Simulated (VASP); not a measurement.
# Si (P6/mmm) in VASP: further runs, part 2 of 2

VASP 6.6.1. The steps go on from the part before.

## (3) Relaxation of cell and atoms, PBEsol, target pressure 15.8 GPa, at which the enthalpy is minimised

This run uses another cell than the first one, of 13.22 Å³/atom, 0.997 times its volume.

The input, INCAR:

```
ALGO     = Fast           # electronic algorithm
EDIFF    = 1E-7           # SCF threshold, eV
EDIFFG   = -0.002         # ionic threshold
ENCUT    = 600            # plane-wave cutoff, eV
GGA      = PS             # functional
IBRION   = 2              # ionic algorithm
ISIF     = 3              # what is computed and relaxed
ISMEAR   = -1             # smearing method
LASPH    = True           # aspherical terms in the spheres
LCHARG   = False          # write CHGCAR
LREAL    = False          # projectors in reciprocal space
LWAVE    = False          # write WAVECAR
NELM     = 100            # most SCF steps
NSW      = 80             # ionic steps
PREC     = Accurate       # precision mode
PSTRESS  = 158.0        
SIGMA    = 0.1            # smearing width, eV
```

The input, KPOINTS:

```
k-points
0
Gamma
  18 18 18
```

The input, POSCAR:

```
Si
1.0
    2.5231723993      0.0000000000      0.0000000000
   -1.2615861997      2.1851313959      0.0000000000
    0.0000000000      0.0000000000      2.3973572972
Si
1
Direct
    0.0000000000      0.0000000000      0.0000000000
```

Potentials or basis: VASP PAW PBE potentials, release 64 (Si).

Launch:

```bash
$ cat potpaw_PBE.64/Si/POTCAR > POTCAR
$ mpirun -np 1 vasp_std > vasp.out
```

OUTCAR:

```text
EDIFF = 1E-7
   EDIFFG = -0.002
   ENCUT = 600
   GGA = PS
   IBRION = 2
   ISIF = 3
   ISMEAR = -1
   LASPH = True
   LREAL = False
   NELM = 100
   NSW = 80
   PREC = Accurate
   PSTRESS = 158.0

 ion  position               nearest neighbor table
   1  0.000  0.000  0.000-

  LATTYP: Found a hexagonal cell.
 ALAT       =     2.5231723993
 C/A-ratio  =     0.9501361452

  Lattice vectors:

 A1 = (   2.5231723993,   0.0000000000,   0.0000000000)
 A2 = (  -1.2615861997,   2.1851313959,   0.0000000000)
 A3 = (   0.0000000000,   0.0000000000,   2.3973572972)

Analysis of symmetry for initial positions (statically):
=====================================================================
 Subroutine PRICEL returns:
 Original cell was already a primitive cell.

 Routine SETGRP: Setting up the symmetry group for a
 hexagonal supercell.

 Subroutine GETGRP returns: Found 24 space group operations
 (whereof 24 operations were pure point group operations)
 out of a pool of 24 trial point group operations.

The static configuration has the point symmetry D_6h.

Analysis of symmetry for dynamics (positions and initial velocities):
=====================================================================
 Subroutine PRICEL returns:
 Original cell was already a primitive cell.

 Routine SETGRP: Setting up the symmetry group for a
 hexagonal supercell.

 Subroutine GETGRP returns: Found 24 space group operations
 (whereof 24 operations were pure point group operations)
 out of a pool of 24 trial point group operations.

The dynamic configuration has the point symmetry D_6h.

 Subroutine INISYM returns: Found 24 space group operations
 (whereof 24 operations are pure point group operations),
 and found     1 'primitive' translations

[... 118 lines left out ...]
   LHFCALC =     F    Hartree Fock is set to
   AEXX    =    0.0000 exact exchange contribution
   IVDW    =     0    specifies the selected vdW correction
   LEPSILON=     F    determine dielectric tensor
   LRPA    =     F    only Hartree local field effects (RPA)
 conjugate gradient relaxation of ions
 non-spin polarized calculation
 RMM-DIIS sequential band-by-band and
  energy-cutoff  :      600.00
  volume of cell :       13.22
 maximum number of plane-waves:       453
   NGX = 11   NGY = 11   NGZ =  9

--------------------------------------- Ionic step        1  -------------------------------------------

 number of electron       4.0000000 magnetization

 Free energy of the ion-electron system (eV)
  ---------------------------------------------------
  ext. energy  EPLUGINS =         0.00000000
  ---------------------------------------------------
  free energy    TOTEN  =        -5.48251072 eV

  energy without entropy =       -5.47128657  energy(sigma->0) =       -5.47689864

------------------------ aborting loop because EDIFF is reached ----------------------------------------

  FORCE on cell =-STRESS in cart. coord.  units (eV):
  Direction    XX          YY          ZZ          XY          YZ          ZX
  --------------------------------------------------------------------------------------
  -------------------------------------------------------------------------------------
  Total        1.3749323      1.3749323      1.3355921     -0.0000000      0.0000000      0.0000000
  in kB      166.6612616    166.6612616    161.8926618     -0.0000000      0.0000000      0.0000000
  external PRESSURE =       7.0717284 kB  Pullay stress =     158.0000000 kB
[... 135 lines left out ...]
--------------------------------------- Ionic step        5  -------------------------------------------

 number of electron       4.0000000 magnetization

 Free energy of the ion-electron system (eV)
  ---------------------------------------------------
  ext. energy  EPLUGINS =         0.00000000
  ---------------------------------------------------
  free energy    TOTEN  =        -5.48785380 eV

  energy without entropy =       -5.47653139  energy(sigma->0) =       -5.48219259

 E-fermi :  11.0452     XC(G=0): -11.5383

 val. band max:       11.0434753921   @ k =   0.1111   0.0556   0.2222
 cond. band min:      11.0492822915   @ k =   0.3889   0.1667   0.0000
 fundamental gap:      0.0058068994
 Fermi energy:        11.0452450415

 k-point     1 :       0.0000    0.0000    0.0000
  band No.  band energies     occupation
      1      -4.0772      2.00000
      2      18.5047      0.00000
      3      19.4568      0.00000
      4      22.6503      0.00000
      5      22.6503      0.00000
      6      23.7566      0.00000
[... 199 lines left out ...]
 k-point    24 :       0.3889    0.1111    0.0000
  band No.  band energies     occupation
      1       2.0684      2.00000
      2       5.3051      2.00000
      3      13.0707      0.00000
      4      21.6293      0.00000
      5      24.5261      0.00000
      6      27.6768      0.00000

 [... further k-points ...]

------------------------ aborting loop because EDIFF is reached ----------------------------------------

  FORCE on cell =-STRESS in cart. coord.  units (eV):
  Direction    XX          YY          ZZ          XY          YZ          ZX
  --------------------------------------------------------------------------------------
  -------------------------------------------------------------------------------------
  Total        1.3090327      1.3090327      1.3092124     -0.0000000     -0.0000000      0.0000000
  in kB      158.0423867    158.0423867    158.0640793     -0.0000000     -0.0000000      0.0000000
  external PRESSURE =       0.0496176 kB  Pullay stress =     158.0000000 kB
[... 20 lines left out ...]
  energy  without entropy=       -5.4765313892  energy(sigma->0) =       -5.48219259

  enthalpy is  TOTEN    =        -4.1791721743 eV   P V=        1.3086816244

 reached required accuracy - stopping structural energy minimisation
```

Run time: 30 s. Hardware: 1 thread of Intel Xeon 6975P-C (Granite Rapids), shared host; peak memory 0.14 GiB.

Results:

- Free energy: -5.4879 eV
- Relaxed volume: 13.27 Å³/atom
- Relaxed cell: a = 2.528 Å, b = 2.528 Å, c = 2.398 Å, α = 90.00°, β = 90.00°, γ = 120.00°
- Space group after relaxing (to 0.05 Å): P6/mmm (No. 191)
- Energy change on relaxing (the enthalpy is what falls): -5.3 meV/atom
- Ionic steps: 5
- Pressure after relaxing: 15.8 GPa
- Band gap on the k mesh: none (metal or under the smearing width)

Step by step:
| step | energy change (eV) | largest force (eV/Å) | pressure (GPa) | volume (Å³) |
| --- | --- | --- | --- | --- |
| 1 | 0.0000 | 0.0000 | 16.51 | 13.22 |
| 2 | -0.0110 | 0.0000 | 15.00 | 13.33 |
| 3 | -0.0055 | 0.0000 | 15.76 | 13.27 |
| 4 | -0.0053 | 0.0000 | 15.81 | 13.27 |
| 5 | -0.0053 | 0.0000 | 15.80 | 13.27 |

Final structure:
```yaml
crystal:
  lattice:
    - [2.52810, 0.00000, 0.00000]
    - [-1.26405, 2.18940, 0.00000]
    - [0.00000, 0.00000, 2.39756]
  atoms:
    - { symbol: Si, position: [0.00000, 0.00000, 0.00000] }
```

Caveat: the cell is relaxed towards a set pressure, so the enthalpy falls and the energy may rise; the PAW data sets were made with another functional, which shifts forces and pressure a little.

## (4) Single point, PBEsol

The input, INCAR:

```
PREC = Accurate ; ENCUT = 520
EDIFF = 1E-7 ; ISMEAR = -1
SIGMA = 0.1 ; LREAL = False
LASPH = True ; NELM = 100
ALGO = Fast ; ISIF = 2
LWAVE = False ; LCHARG = False
GGA = PS ; NBANDS = 8
```

The input, KPOINTS:

```
Automatic mesh
0
Gamma
  18 18 18
```

The input, POSCAR:

```
Si
1.0
    2.5272893381      0.0000000000      0.0000000000
   -1.2636446691      2.1886967695      0.0000000000
    0.0000000000      0.0000000000      2.3962243211
Si
1
Direct
    0.0000000000      0.0000000000      0.0000000000
```

Potentials or basis: VASP PAW PBE potentials, release 64 (Si).

Launch:

```bash
$ cat potpaw_PBE.64/Si/POTCAR > POTCAR
$ mpirun -np 1 vasp_std > vasp.out
```

OUTCAR:

```text
PREC = Accurate
   ENCUT = 520
   EDIFF = 1E-7
   ISMEAR = -1
   LREAL = False
   LASPH = True
   NELM = 100
   ISIF = 2
   GGA = PS

 ion  position               nearest neighbor table
   1  0.000  0.000  0.000-

  LATTYP: Found a hexagonal cell.
 ALAT       =     2.5272893381
 C/A-ratio  =     0.9481400823

  Lattice vectors:

 A1 = (   2.5272893381,   0.0000000000,   0.0000000000)
 A2 = (  -1.2636446691,   2.1886967695,   0.0000000000)
 A3 = (   0.0000000000,   0.0000000000,   2.3962243211)

Analysis of symmetry for initial positions (statically):
=====================================================================
 Subroutine PRICEL returns:
 Original cell was already a primitive cell.

 Routine SETGRP: Setting up the symmetry group for a
 hexagonal supercell.

 Subroutine GETGRP returns: Found 24 space group operations
 (whereof 24 operations were pure point group operations)
 out of a pool of 24 trial point group operations.

The static configuration has the point symmetry D_6h.

Analysis of symmetry for dynamics (positions and initial velocities):
=====================================================================
 Subroutine PRICEL returns:
 Original cell was already a primitive cell.

 Routine SETGRP: Setting up the symmetry group for a
 hexagonal supercell.

 Subroutine GETGRP returns: Found 24 space group operations
 (whereof 24 operations were pure point group operations)
 out of a pool of 24 trial point group operations.

The dynamic configuration has the point symmetry D_6h.

 Subroutine INISYM returns: Found 24 space group operations
 (whereof 24 operations are pure point group operations),
 and found     1 'primitive' translations

----------------------------------------------------------------------------------------
[... 111 lines left out ...]
     AMIX_MAG =   1.60;   BMIX_MAG =  1.00
  volume/ion in A,a.u.               =      13.25        89.45
  Fermi-wavevector in a.u.,A,eV,Ry     =   1.098092  2.075093 16.405994  1.205807
  Thomas-Fermi vector in A             =   2.234464
   LORBIT       =      0    0 simple, 1 ext, 2 COOP (PROOUT), +10 PAW based schemes
   GGA     = PS    functional components
   LHFCALC =     F    Hartree Fock is set to
   AEXX    =    0.0000 exact exchange contribution
   IVDW    =     0    specifies the selected vdW correction
   LEPSILON=     F    determine dielectric tensor
   LRPA    =     F    only Hartree local field effects (RPA)
 non-spin polarized calculation
 RMM-DIIS sequential band-by-band and
  energy-cutoff  :      520.00
  volume of cell :       13.25
 maximum number of plane-waves:       381
 NGX is ok and might be reduce to    20
   NGX =  9   NGY =  9   NGZ =  9

 number of electron       4.0000000 magnetization

 Free energy of the ion-electron system (eV)
  ---------------------------------------------------
  ext. energy  EPLUGINS =         0.00000000
  ---------------------------------------------------
  free energy    TOTEN  =        -5.48627096 eV

  energy without entropy =       -5.47494226  energy(sigma->0) =       -5.48060661

 E-fermi :  11.0622     XC(G=0): -11.5432

 val. band max:       11.0231684934   @ k =   0.2778   0.2222   0.2778
 cond. band min:      11.0629139751   @ k =   0.1111   0.0556   0.2222
 fundamental gap:      0.0397454817
 Fermi energy:        11.0621696362

 k-point     1 :       0.0000    0.0000    0.0000
  band No.  band energies     occupation
      1      -4.0717      2.00000
      2      18.5249      0.00000
      3      19.4903      0.00000
      4      22.6763      0.00000
      5      22.6763      0.00000
      6      23.7757      0.00000
      7      23.7757      0.00000
      8      29.3719      0.00000
[... 243 lines left out ...]
 k-point    24 :       0.3889    0.1111    0.0000
  band No.  band energies     occupation
      1       2.0778      2.00000
      2       5.3162      2.00000
      3      13.0864      0.00000
      4      21.6497      0.00000
      5      24.5637      0.00000
      6      27.7109      0.00000
      7      28.6890      0.00000
      8      31.8543      0.00000

 [... further k-points ...]

------------------------ aborting loop because EDIFF is reached ----------------------------------------

  FORCE on cell =-STRESS in cart. coord.  units (eV):
  Direction    XX          YY          ZZ          XY          YZ          ZX
  --------------------------------------------------------------------------------------
  -------------------------------------------------------------------------------------
  Total        1.3225166      1.3225166      1.3316331     -0.0000000      0.0000000      0.0000000
  in kB      159.8614234    159.8614234    160.9633999     -0.0000000      0.0000000      0.0000000
  external PRESSURE =     160.2287489 kB  Pullay stress =       0.0000000 kB

 VOLUME and BASIS-vectors are now :
 -----------------------------------------------------------------------------
  energy-cutoff  :      520.00
  volume of cell :       13.25
      direct lattice vectors                 reciprocal lattice vectors
     2.527289338  0.000000000  0.000000000     0.395680853  0.228446447  0.000000000
    -1.263644669  2.188696769  0.000000000     0.000000000  0.456892893  0.000000000
     0.000000000  0.000000000  2.396224321     0.000000000  0.000000000  0.417323199

 POSITION                                       TOTAL-FORCE (eV/Angst)
 -----------------------------------------------------------------------------------
      0.00000      0.00000      0.00000         0.000000      0.000000      0.000000
 -----------------------------------------------------------------------------------
    total drift:                               -0.000000     -0.000000      0.000000

  FREE ENERGIE OF THE ION-ELECTRON SYSTEM (eV)
  ---------------------------------------------------
  free  energy   TOTEN  =        -5.4862709648 eV

  energy  without entropy=       -5.4749422627  energy(sigma->0) =       -5.48060661
```

Run time: 16 s. Hardware: 1 thread of Intel Xeon 6975P-C (Granite Rapids), shared host; peak memory 0.13 GiB.

What came out:

```
Free energy            : -5.4863 eV
Pressure               : 16.0 GPa
Band gap on the k mesh : none (metal or under the smearing width)
```

Levels at points of the mesh, in eV from the Fermi level:
```csv
k point,band 1,band 2,band 3,band 4,band 5
"(0.00, 0.00, 0.00)",-15.13,7.46,8.43,11.61,11.61
"(0.50, 0.00, 0.00)",-7.89,-7.54,5.70,6.62,14.05
"(0.00, 0.00, 0.50)",-9.79,-8.02,15.65,15.65,15.72
"(0.50, 0.00, 0.50)",-3.31,-2.29,-1.63,0.91,9.78
```

Caveat: so large a pressure means that the cell lies far from this level's equilibrium, or that cutoff or potentials fall short; the potentials were made for another functional, which shifts forces and pressure.
